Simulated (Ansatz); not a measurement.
Os, DFT, PBE, all-electron LAPW, scalar-relativistic (Ansatz 0.2.0), run on 1 thread of Intel(R) Xeon(R) Platinum 8488C (Sapphire Rapids) on a shared host.

The geometry is COD entry 1534943, unchecked; take it as a test cell. The listed cell was then made from it by scaling, straining or moving an atom.

Command: `ansatz run input.yaml --threads 1 --pin off --max-ram 3072MiB --backend cpu --events-out ev --progress --plain --runs-dir out`

```yaml
crystal:
  lattice:
    - [0.0389, 1.96445, 1.96445]
    - [1.96445, 0.0389, 1.96445]
    - [1.96445, 1.96445, 0.0389]
  atoms:
    - { symbol: Os, position: [0.0, 0.0, 0.0] }
kpoints:
  mp_grid: { grid: [14, 14, 14] }
  band_path:
    path:
      - [0.0, 0.0, 0.0]
      - [0.5, 0.5, 0.5]
      - [0.2451701269, 0.5, 0.7548298731]
      - [-0.2451701269, 0.2451701269, 0.5]
      - [0.0, 0.0, 0.5]
      - [0.0, 0.0, 0.0]
      - [-0.3725850634, 0.0, 0.3725850634]
      - [0.0, 0.3725850634, 0.6274149366]
      - [0.0, 0.5, 0.5]
    npoints: 5
scf:
  occupations: { method: fermi_dirac, width: 0.05 }
hamiltonian:
  xc: pbe
  pseudopotentials: { kind: all_electron, lapw: { basis_error: 0.0005 } }
output:
  forces: true
  stress: true
  eigenvalues: true
```

Question: How large is the problem that the program sets up?

Answer: 288 irreducible k-points, 169 plane waves at Γ, 24 bands.

Question: Estimate the wall time and the peak memory.

Answer: 22 s of wall time for 6 SCF iterations, with a peak of 0.57 GiB. Times on shared machines scatter by tens of per cent.
